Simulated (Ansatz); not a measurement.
The elements of this relaxed trial crystal are hidden behind letters.

```
lattice vectors (Å)
   3.1314    0.0000    0.0000
   0.0000    3.1314    0.0000
   0.0000    0.0000    3.1314
fractional positions
X 0.5000 0.5000 0.5000
Z 0.0000 0.0000 0.0000
```

The calculation used DFT PBE, scalar-relativistic, plane waves, PAW (Ansatz 0.2.0). Cutoff 420 eV, Γ-centred 18×18×18 mesh (2-atom cell), Gaussian smearing of 0.10 eV, no spin polarisation.

- Space group: Pm-3m (No. 221)
- Conventional cell: a = 3.131 Å
- Volume per atom: 15.35 Å³
- Density: 7.28 g/cm³
- Formation energy: −0.49 eV/atom
- Gap on the 18×18×18 mesh of the 2-atom cell: 0 eV (the bands overlap slightly)

Energies are uncorrected and count from the elements' standard states at the same level.

Question: X is a p-block element of period 5 and Z is a p-block element of period 2. Which elements are they?

Answer: X = Sn, Z = O, so the formula is SnO, here in the caesium chloride type. Density times volume gives a mean mass of 7.28 × 15.35/1.6605 = 67.3 u per atom, and this set has 67.4 u. Among the elements that the hints allow, noble gases aside, only these give it. Around Sn lie 8 O at 2.71 Å and 6 Sn at 3.13 Å; around O lie 8 Sn at 2.71 Å and 6 O at 3.13 Å.

The zero gap may come from the functional, which often closes small gaps. Symmetry constrained the relaxation, so the result can be a saddle point. Another cell of SnO relaxed alike, in F-43m, lies 0.31 eV/atom lower, so this cell isn't the stable form at this level.
